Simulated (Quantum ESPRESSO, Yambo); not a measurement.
# Quasiparticle gap of CdS (Hawleyite) in Yambo, part 2 of 2

Wanted: ground state, empty states, screening and self-energy for CdS (Hawleyite).

Quantum ESPRESSO 7.5 and Yambo 5.3.0; PBE and many-body steps on it, plane waves. Known limits of the many-body steps: not at the basis limit; no spin-orbit coupling; coarse k mesh.

So far. Step 2 (Ground state): The gap is direct, at Γ. Step 3 (Bands along the symmetry lines): The gap is 1.145 eV, as in the run before at this level.

## 4. Empty states on the mesh, 4×4×4 mesh, 142 bands

Level of this step: DFT, PBE, plane waves, norm-conserving pseudopotentials (Quantum ESPRESSO).

The sums over transitions need many empty states on a uniform mesh; this step solves for them.

pw.in reads:

```
&control
  calculation = 'nscf'
  prefix = 'x'
  outdir = 'o'
  pseudo_dir = 'pseudo'
/
&system
  ibrav = 0
  nat = 2
  ntyp = 2
  ecutwfc = 94.0
  nbnd = 142
  force_symmorphic = .true.
/
&electrons
  conv_thr = 1e-9
  electron_maxstep = 80
  diago_full_acc = .true.
  diago_thr_init = 5e-6
/
ATOMIC_SPECIES
  Cd 112.41 Cd.upf
  S 32.06 S.upf
CELL_PARAMETERS angstrom
  -0.0000000000 2.9165000000 2.9165000000
  2.9165000000 -0.0000000000 2.9165000000
  2.9165000000 2.9165000000 -0.0000000000
ATOMIC_POSITIONS crystal
  Cd 0.0000000000 0.0000000000 0.0000000000
  S 0.2500000000 0.2500000000 0.2500000000
K_POINTS automatic
  4 4 4 0 0 0
```

On the command line:

```bash
> OMP_NUM_THREADS=1 mpirun -n 4 pw.x -nk 4 -in pw.in > pw.out
```

Output:

```text
[banner, memory and clock lines left out]
Program PWSCF v.7.5 starts

     Atomic positions and unit cell read from directory:
     o/x.save/

     Message from routine setup:
     using ibrav=0 with symmetry is DISCOURAGED, use correct ibrav instead

     G-vector sticks info

     bravais-lattice index     =            0
     lattice parameter (alat)  =       7.7943  a.u.
     unit-cell volume          =     334.8209 (a.u.)^3
     number of atoms/cell      =            2
     number of atomic types    =            2
     number of electrons       =        26.00
     number of Kohn-Sham states=          142
     kinetic-energy cutoff     =      94.0000  Ry
     charge density cutoff     =     376.0000  Ry
     Exchange-correlation= PBE
                           (   1   4   3   4   0   0   0)

     celldm(1)=   7.794277  celldm(2)=   0.000000  celldm(3)=   0.000000
     celldm(4)=   0.000000  celldm(5)=   0.000000  celldm(6)=   0.000000

     crystal axes: (cart. coord. in units of alat)
               a(1) = (  -0.000000   0.707107   0.707107 )
               a(2) = (   0.707107  -0.000000   0.707107 )
               a(3) = (   0.707107   0.707107  -0.000000 )

     reciprocal axes: (cart. coord. in units 2 pi/alat)
               b(1) = ( -0.707107  0.707107  0.707107 )
               b(2) = (  0.707107 -0.707107  0.707107 )
               b(3) = (  0.707107  0.707107 -0.707107 )
     Pseudo is Norm-conserving + core correction, Zval = 20.0
     Generated using ONCVPSP code by D. R. Hamann
     Using radial grid of 1368 points,  6 beta functions with:
     Pseudo is Norm-conserving + core correction, Zval =  6.0
     Generated using ONCVPSP code by D. R. Hamann
     Using radial grid of 1146 points,  6 beta functions with:
     Cd               20.00   112.41000     Cd( 1.00)
     S                 6.00    32.06000     S ( 1.00)

     24 Sym. Ops. (no inversion) found

   Cartesian axes

     site n.     atom                  positions (alat units)
         1        Cd     tau(   1) = (   0.0000000   0.0000000   0.0000000  )
         2        S      tau(   2) = (   0.3535534   0.3535534   0.3535534  )

     number of k points=     8
                       cart. coord. in units 2pi/alat
        k(    1) = (   0.0000000   0.0000000   0.0000000), wk =   0.0312500
        k(    2) = (   0.1767767   0.1767767  -0.1767767), wk =   0.2500000
        k(    3) = (  -0.3535534  -0.3535534   0.3535534), wk =   0.1250000
[...]
k(    7) = (  -0.7071068   0.0000000   0.0000000), wk =   0.0937500
        k(    8) = (  -0.7071068   0.3535534   0.0000000), wk =   0.1875000

     Dense  grid:    41151 G-vectors     FFT dimensions: (  50,  50,  50)

     The potential is recalculated from file :
     o/x.save/charge-density

     Starting wfcs are   14 randomized atomic wfcs +  128 random wfcs

     Band Structure Calculation

     End of band structure calculation

          k = 0.0000 0.0000 0.0000 (  5065 PWs)   bands (ev):

   -94.3756 -55.4396 -55.4396 -55.4396  -5.3823  -0.7407  -0.7407  -0.7407
    -0.2617  -0.2617   6.9821   6.9821   6.9821   8.1268  13.5132  13.5132
    13.5132  18.3635  18.3635  18.4326  20.2843  20.2843  20.2843  22.5626
[...]
[... 6 further rows ...]
[...]
103.9764 103.9764 103.9764 104.5032 105.2867 105.2867

          k = 0.1768 0.1768-0.1768 (  5156 PWs)   bands (ev):

[...]
[... 6 further rows ...]
[...]
104.7032 105.6819 105.6819 107.3880 107.3880 107.4229

          k =-0.3536-0.3536 0.3536 (  5168 PWs)   bands (ev):

[...]
65.8940  67.6525  67.7258  67.7258  68.1298  68.1298  69.2984  69.8215
     [... 6 further rows ...]
   100.5108 100.8268 101.7075 101.7075 102.6490 102.6490 104.4774 104.4774
   104.8355 106.0141 106.9755 106.9755 107.6327 108.0552

          k = 0.3536 0.0000 0.0000 (  5105 PWs)   bands (ev):

     [... further k-points ...]

     highest occupied, lowest unoccupied level (ev):     6.9821    8.1268

     XML data file, pseudopotentials, collected wavefunctions
```

Run time: 15 s. Hardware: 4 MPI ranks of Arm Neoverse V1, shared host; peak memory 0.46 GiB.

Numbers from this step:

```yaml
gap: 1.145 eV
k_of_the_valence_top: 0, 0, 0
k_of_the_conduction_bottom: 0, 0, 0
least_direct_gap: 1.145 eV
k_points_computed: 8
lowest_point_of_the_top_converged_band_above_the_valence_top: 98.3047 eV
```

On this mesh the gap is 1.145 eV.

## 5. Conversion and set-up

This step: Yambo 5.3.0; conversion and set-up on PBE, plane waves, norm-conserving pseudopotentials.

The states are converted to the many-body program's format and the q mesh is built.

On the command line:

```bash
> (cd o/x.save; p2y > p2y.log; mv SAVE ../..); yambo > setup.log
```

Output:

```text
 Yambo, version 5.3.0

 [02] CORE Variables Setup
 =========================

  [02.01] Unit cells
  ==================

  Cell kind             :  FCC
  Atoms in the cell     :  Cd  S
  number of Cd atoms    :  1
  number of S  atoms    :  1

  List of atomic masses
  Mass of Cd    :  112.4100
  Mass of S     :  32.06000

  List of atomic coordinates    : [cc]
  Cd1       :  0.000000  0.000000  0.000000  order 1
  S1       :  2.755693  2.755693  2.755693  order 2

  Alat factors          :  5.511386  5.511386  5.511386 [a.u.]
  Direct lattice volume :  334.8209 [a.u.]
  Direct lattice vectors:  A[ 1 ]  A[ 2 ]  A[ 3 ]
   A[ 1 ]: -0.000000  1.000000  1.000000  [iru]
  -0.000000  5.511386  5.511386  [cc]
   A[ 2 ]:  1.000000 -0.000000  1.000000  [iru]
   5.511386 -0.000000  5.511386  [cc]
   A[ 3 ]:  1.000000  1.000000 -0.000000  [iru]
   5.511386  5.511386 -0.000000  [cc]

  Recip. lattice volume :  0.740845 [a.u.]
  Recip. lattice vectors:  B[ 1 ]  B[ 2 ]  B[ 3 ]
   B[ 1 ]: -0.500000  0.500000  0.500000  [iku]
  -0.570019  0.570019  0.570019  [cc]
   B[ 2 ]:  0.500000 -0.500000  0.500000  [iku]
   0.570019 -0.570019  0.570019  [cc]
   B[ 3 ]:  0.500000  0.500000 -0.500000  [iku]
   0.570019  0.570019 -0.570019  [cc]

  [02.02] Symmetries
  ==================

  Inversion symmetry    : yes
  Spatial inversion     : no
  Inversion index       :  25
  K-space Time-reversal : yes
  Magnetic symmetries   : no
  Time-reversal derived K-space symmetries:   25   48
  Group table correct   : yes
  Symmetries units      :  [cc]

   [S  1]:   1.0000     -0.15363E-16 -0.15363E-16 -0.15363E-16   1.0000      0.15363E-16  0.15363E-16  0.15363E-16   1.0000
   [S  2]:  -1.0000      0.15363E-16 -0.15363E-16  0.15363E-16  -1.0000      0.15363E-16 -0.15363E-16 -0.15363E-16   1.0000
   [S  3]:  -1.0000     -0.15363E-16  0.15363E-16  0.15363E-16   1.0000     -0.15363E-16 -0.15363E-16  0.15363E-16  -1.0000
[...]
[S  9]: -0.15363E-16   1.0000     -0.15363E-16  0.15363E-16 -0.15363E-16   1.0000       1.0000      0.15363E-16  0.15363E-16
   [S 10]: -0.15363E-16  -1.0000      0.15363E-16  0.15363E-16  0.15363E-16  -1.0000       1.0000     -0.15363E-16 -0.15363E-16
     [... 36 further rows ...]
   [S*47]:   1.0000     -0.15363E-16  0.15363E-16 -0.15363E-16  0.15363E-16  -1.0000      0.15363E-16   1.0000     -0.15363E-16
   [S*48]:   1.0000      0.15363E-16 -0.15363E-16 -0.15363E-16 -0.15363E-16   1.0000      0.15363E-16  -1.0000      0.15363E-16

  [02.03] Reciprocal space
  ========================

  nG shells         :   388
  nG charge         :   41151
  nG WFs            :   6151
  nC WFs            :   5180
  G-vecs. in first 38 shells:  [ Number ]
     1    9   15   27   51   59   65   89  113
    137   169   181   229   259   283   307   331   339
    387   411   459   531   537   561   609   645   701
[...]
1139  1211
  ...
[...]
K/Q-points units:
  rlu = crystal or reduced units; cc = cartesian coordinates; iku = interal k-units

  K [1]          [rlu]:  0.000000  0.000000  0.000000
         WF components:   5065
  K [2]          [rlu]: -0.74775E-17 -0.74775E-17  0.25000
         WF components:   5156
  K [3]          [rlu]:  0.14955E-16  0.14955E-16 -0.50000
         WF components:   5168
  K [4]          [rlu]: -0.62139E-17  0.25000      0.25000
         WF components:   5105
  K [5]          [rlu]: -0.19138E-17  0.25000     -0.50000
         WF components:   5165
  [... 2 further k-points ...]
  K [8]          [rlu]:  0.250000 -0.500000 -0.250000
         WF components:   5180

  [02.05] Energies & Occupations
  ==============================

  [X] === General ===
  [X] Electronic Temperature                        :  0.000000  0.000000 [eV K]
  [X] Bosonic    Temperature                        :  0.000000  0.000000 [eV K]
  [X] Finite Temperature mode                       : no
  [X] El. density                                   :  0.52403E+24 [cm-3]
  [X] Fermi Level                                   :  6.982057 [eV]

  [X] === Gaps and Widths ===
  [X] Conduction Band Min                           :  1.144724 [eV]
  [X] Valence Band Max                              :  0.000000 [eV]
  [X] Filled Bands                                  :  13
  [X] Empty Bands                                   :   14  142
  [X] Direct Gap                                    :  1.144724 [eV]
  [X] Direct Gap localized at k                     :  1
  [X] Indirect Gap                                  :  1.144724 [eV]
  [X] Indirect Gap between kpts                     :  1  1
  [X] Last valence band width                       :  2.183510 [eV]
  [X] 1st conduction band width                     :  4.279643 [eV]

  E @ K [1]:  [eV]
  -101.3576  -62.4216  -62.4216  -62.4216  -12.3643   -7.7227   -7.7227   -7.7227
   -7.24374     -7.24374    -0.134103E-7 -0.132236E-7   0.00000      1.14472      6.53119      6.53119
    6.53119  11.38146  11.38146  11.45052  13.30225  13.30225  13.30225  15.58051
[...]
occ @ K [1]
[...]
E @ K [2]:  [eV]
[...]
occ @ K [2]
[...]
E @ K [3]:  [eV]
[...]
occ @ K [3]
[...]
E @ K [4]:  [eV]
[...]
occ @ K [4]
[...]
E @ K [5]:  [eV]
[...]
occ @ K [5]
[...]
[... 2 further k-points ...]
  E @ K [8]:  [eV]
[...]
occ @ K [8]
[...]
0.000000  0.000000  0.000000  0.000000  0.000000  0.000000  0.000000  0.000000
   0.000000  0.000000  0.000000  0.000000  0.000000  0.000000  0.000000  0.000000

 [03] Transferred momenta grid and indexing
 ==========================================

 IBZ Q-points                                      :   8
 BZ  Q-points                                      :   64

 K/Q-points units:
 rlu = crystal or reduced units; cc = cartesian coordinates; iku = interal k-units

 Q [1]          [rlu]:  0.000000  0.000000  0.000000
 Q [2]          [rlu]: -0.40681E-17 -0.40681E-17  0.25000
 Q [3]          [rlu]:  0.81362E-17  0.81362E-17 -0.50000
[...]
Q [7]          [rlu]:  0.12428E-16 -0.50000     -0.50000
 Q [8]          [rlu]:  0.250000 -0.500000 -0.250000

  [03.01] X indexes
  =================

   [03.01.01] Sigma indexes
   ========================

 [06] Game Over & Game summary
```

Run time: 2.9 s. Hardware: 1 MPI rank; peak memory 0.25 GiB.

## 6. Screening and self-energy, 4×4×4 mesh, 142 bands, screening to 142.9 eV

Now the one-shot GW correction: screening in the RPA, then the self-energy of the levels asked for.

This step: G0W0 on PBE, plane waves, norm-conserving pseudopotentials.

gw1.in reads:

```
HF_and_locXC
gw0
dyson
ppa
em1d
rim_cut
RandQpts= 1000000
RandGvec= 1 RL
EXXRLvcs= 94 Ry
VXCRLvcs= 376 Ry
Chimod= "HARTREE"
% BndsRnXp
 1 | 142 |
%
NGsBlkXp= 10.5 Ry
% LongDrXp
 1 | 1 | 1 |
%
% GbndRnge
 1 | 142 |
%
DysSolver= "n"
ExtendOut
PPAPntXp= 27.21138 eV
% QPkrange
 1 | 1 | 12 | 15 |
%
```

On the command line:

```bash
> OMP_NUM_THREADS=1 mpirun -n 4 yambo -F gw1.in -J gw1 -C gw1 > gw1.log
```

Output:

```text
 Yambo, version 5.3.0

 [02] CORE Variables Setup
 =========================

  [... cell, symmetries and grids as in the set-up ...]

  [02.05] Energies & Occupations
  ==============================

  [X] === General ===
  [X] Electronic Temperature                        :  0.000000  0.000000 [eV K]
  [X] Bosonic    Temperature                        :  0.000000  0.000000 [eV K]
  [X] Finite Temperature mode                       : no
  [X] El. density                                   :  0.52403E+24 [cm-3]
  [X] Fermi Level                                   :  6.982057 [eV]

  [X] === Gaps and Widths ===
  [X] Conduction Band Min                           :  1.144724 [eV]
  [X] Valence Band Max                              :  0.000000 [eV]
  [X] Filled Bands                                  :  13
  [X] Empty Bands                                   :   14  142
  [X] Direct Gap                                    :  1.144724 [eV]
  [X] Direct Gap localized at k                     :  1
  [X] Indirect Gap                                  :  1.144724 [eV]
  [X] Indirect Gap between kpts                     :  1  1
  [X] Last valence band width                       :  2.183510 [eV]
  [X] 1st conduction band width                     :  4.279643 [eV]

 [03] Transferred momenta grid and indexing
 ==========================================

 IBZ Q-points                                      :   8
 BZ  Q-points                                      :   64

 K/Q-points units:
 rlu = crystal or reduced units; cc = cartesian coordinates; iku = interal k-units

 Q [1]          [rlu]:  0.000000  0.000000  0.000000
 Q [2]          [rlu]: -0.40681E-17 -0.40681E-17  0.25000
 Q [3]          [rlu]:  0.81362E-17  0.81362E-17 -0.50000
 Q [4]          [rlu]: -0.62139E-17  0.25000      0.25000
 Q [5]          [rlu]: -0.38278E-17  0.25000      0.50000
 Q [6]          [rlu]:  0.81362E-17  0.25000     -0.25000
 Q [7]          [rlu]:  0.12428E-16 -0.50000     -0.50000
 Q [8]          [rlu]:  0.250000 -0.500000 -0.250000

 [04] Coloumb potential Random Integration (RIM)
 ===============================================

  [04.01] RIM initialization
  ==========================

  * Diagonal components only detected *

  8 x (sBL volume)        :  0.092606 [a.u.]
  sBZ random points       :  1000000
  Points outside the sBZ  :   7987327
  RL volume               :  0.740845 [a.u.]
  Integrated volume       :  0.742020 [a.u.]

  [04.02] RIM integrals
  =====================

  Gamma point sphere radius             :  0.082066 [a.u.]
  Points outside the sphere             :   799513
  [Int_sBZ(q=0) 1/q^2]*(Vol_sBZ)^(-1/3) =:  7.764325
                                 should be <:  7.795600

  Summary of Coulomb integrals for non-metallic bands |Q|[au] RIM/Bare

  Q [1] 0.100000E-4 0.995988 * Q [2] 0.246825 1.065884
  Q [4] 0.285009 1.064810 * Q [6] 0.403064 1.027704
  Q [5] 0.472634 1.020409 * Q [3] 0.493651 1.018308
  Q [7] 0.570019 1.014905 * Q [8] 0.637300 1.011860

 [05] Dipoles
 ============

  [05.01] Setup: observables and procedures
  =========================================

 [06] Dynamic Dielectric Matrix (PPA)
 ====================================

 [WR./gw1//ndb.pp]---------------------------------------------------------------
  Brillouin Zone Q/K grids (IBZ/BZ)                :    8   64    8   64
  RL vectors                                       :   6183 [WF]
  Coulomb cutoff potential                         : none
  Electronic Temperature                           :  0.000000 [K]
  Bosonic    Temperature                           :  0.000000 [K]
  PPA    diel. fun.  energies                      : Perdew, Burke & Ernzerhof(X)+Perdew, Burke & Ernzerhof(C)
  wavefunctions                                    : Perdew, Burke & Ernzerhof(X)+Perdew, Burke & Ernzerhof(C)
  Global Gauge                                     : length
  X matrix size                                    :  181
  X band range                                     :    1  142
  X e/h energy range                               : -1.000000 -1.000000 [eV]
  X Time ordering                                  : R
  X Hxc Kernel                                     : HARTREE
  X Drude frequency                                :  0.000000  0.000000
  X poles                                          :  100.0000 [o/o]
  RL vectors in the sum                            :   6183
  [r,Vnl] included                                 : yes
  Field direction                                  :  0.577350E-5  0.577350E-5  0.577350E-5
  BZ energy Double Grid                            : no
  BZ energy DbGd points                            : 0
  BZ Q point size factor                           : -1.000000
  X Optical Averaged directions                    : none

 [07] Local Exchange-Correlation + Non-Local Fock
 ================================================

 [VXC] Plane waves :   41151
 [EXS] Plane waves :   5161

 QP @ state[ 1 ] K range:  1  1
 QP @ state[ 1 ] b range:  12  15

 [xc] Functional : Perdew, Burke & Ernzerhof(X)+Perdew, Burke & Ernzerhof(C)
 [xc] LIBXC used to calculate xc functional
  PP Number of Atomic Species                      :  2
  NLCC RL compoments                               :   41151
  PP Number of Atomic Species                      :  2
  NLCC RL compoments                               :   41151

 [xc] E_xc :  -17.59455 [Ha]
      E_xc :  -35.18910 [Ry]

  Local XC kind (lXC) : Perdew, Burke & Ernzerhof(X)+Perdew, Burke & Ernzerhof(C)
  Non-Local XC kind (nlXC) : Hartree-Fock

  Corrections @ K [1] :  [eV]
 <12|nlXC|12> = -18.34339 -0.46991E-17 <12|lXC|12> = -15.38909 -0.94408E-16
 <13|nlXC|13> = -18.34331  0.79125E-17 <13|lXC|13> = -15.38909  0.47204E-16
 <14|nlXC|14> = -6.737015  0.54830E-17 <14|lXC|14> = -10.63635  0.94408E-16
 <15|nlXC|15> = -5.838194  0.95457E-20 <15|lXC|15> = -10.64223  0.28323E-15

 [08] Dyson equation: Newton solver
 ==================================

  [08.01] G0W0 (W PPA)
  ====================

  [  GW  ] Bands range     :    1  142
  [GW/PPA] G damping       :  0.100000 [eV]

  QP @ state[ 1 ] K range:  1  1
  QP @ state[ 1 ] b range:  12  15

   Sc/G bands                                       :    1  142
   Sc/G damping                                     :  0.100000 ev
   Sc bands terminator                              : no
   Sx RL components                                 :   5161

   QP @ state[ 1 ] K range                          :  1  1
   QP @ state[ 1 ] b range                          :  12  15
   GF energies kind                                 : Perdew, Burke & Ernzerhof(X)+Perdew, Burke & Ernzerhof(C)
   GF WF`s kind                                     : Perdew, Burke & Ernzerhof(X)+Perdew, Burke & Ernzerhof(C)
   Xs energies kind                                 : Perdew, Burke & Ernzerhof(X)+Perdew, Burke & Ernzerhof(C)
   Xs WF`s kind                                     : Perdew, Burke & Ernzerhof(X)+Perdew, Burke & Ernzerhof(C)

 [11] Game Over & Game summary
```

Elapsed: 72 s, on 4 MPI ranks; peak memory 1.8 GiB; 4.7 min of CPU time.

This step gave:

```yaml
g0w0_gap_on_the_points_computed: 2.136 eV
starting_gap_on_the_mesh: 1.145 eV
k_of_the_valence_top: 0, 0, 0
k_of_the_conduction_bottom: 0, 0, 0
least_direct_g0w0_gap_on_the_computed_points: 2.136 eV
z_at_the_valence_top: 0.7869
z_at_the_conduction_bottom: 0.8161
```

The gap on the mesh goes from 1.14 eV to 2.14 eV, a correction of +0.99 eV.

Limits: finite bands, cutoff and mesh; no spin-orbit coupling; coarse k mesh. v1 is the top filled band, c1 the lowest empty one. Levels before and after the correction, in eV, zero at the valence-band top of each column:

```
           conduction bottom  valence top
Kohn-Sham               1.14         0.00
     G0W0               2.14         0.00
```

```
             level  energy (eV)
Kohn-Sham  Γ v2-v1        0.000
Kohn-Sham     Γ c1        1.145
Kohn-Sham     Γ c2        6.531
     G0W0  Γ v2-v1        0.000
     G0W0     Γ c1        2.136
     G0W0     Γ c2        7.748
```

## 7. Where the time went

Times are wall times on the hardware named with each run, good to a factor of about two.

```
                          step   time  share  memory (GiB)
                  ground state    9 s    8 %          0.29
bands along the symmetry lines  7.8 s    7 %          0.25
      empty states on the mesh   15 s   14 %          0.46
         conversion and set-up  2.9 s    3 %          0.25
     screening and self-energy   72 s   67 %           1.8
```

## 8. What came out

| Quantity | Value |
| --- | --- |
| PBE gap | 1.14 eV, direct |
| G0W0 gap on the mesh | 2.14 eV |
| GW settings | 4×4×4 mesh, 142 bands, screening to 142.9 eV, Godby-Needs plasmon pole |
| known limits | not at the basis limit; no spin-orbit coupling; coarse k mesh |

**Reading.** G0W0 moves the gap on the mesh from 1.14 eV to 2.14 eV (+0.99 eV), with Z of 0.79 and 0.82 at the edges. Only 1 of the mesh's irreducible points was corrected, so a valley elsewhere could overtake. The dearest step here is «screening and self-energy». Against experiment, by G0W0@PBE: the gap of 2.14 eV lies −0.28 eV from the measured 2.42 eV (optical, 1995). An exciton line or allowed optical edge lies below the quasiparticle gap by the binding energy; a forbidden edge can push the onset above it. The calculation has static nuclei and no excitons; a measured gap holds zero-point and thermal motion, which mostly lowers it. Bands and cutoff are finite, so the gap is not at the basis limit. The miss can reach some tenths of an eV and take either sign; the mesh is an error of its own. In the G0W0 run levels were corrected at 1 k point alone, so a gap called «on the mesh» is the least over those, and an edge elsewhere would be missed. The 4×4×4 mesh is coarse for this cell, which bears on the long-range parts of exchange and screening. The many-body steps are scalar-relativistic: spin-orbit coupling is not in them.

[Paths, hosts, dates, memory and timing lines, banners, echoed tables and standing remarks are left out of the program output.]

[Logs are printed without paths, hosts, clocks, repeated set-up lines and the standing remarks that a program may print on its own settings, such as how far it seeks lower states.]

[Runs of the session that timed out or met a known fault of the program may be left out.]

[Hosts, paths, dates, database ids (printed as entryN), source tags and the programs' standing remarks are cut or masked in the printed files.]
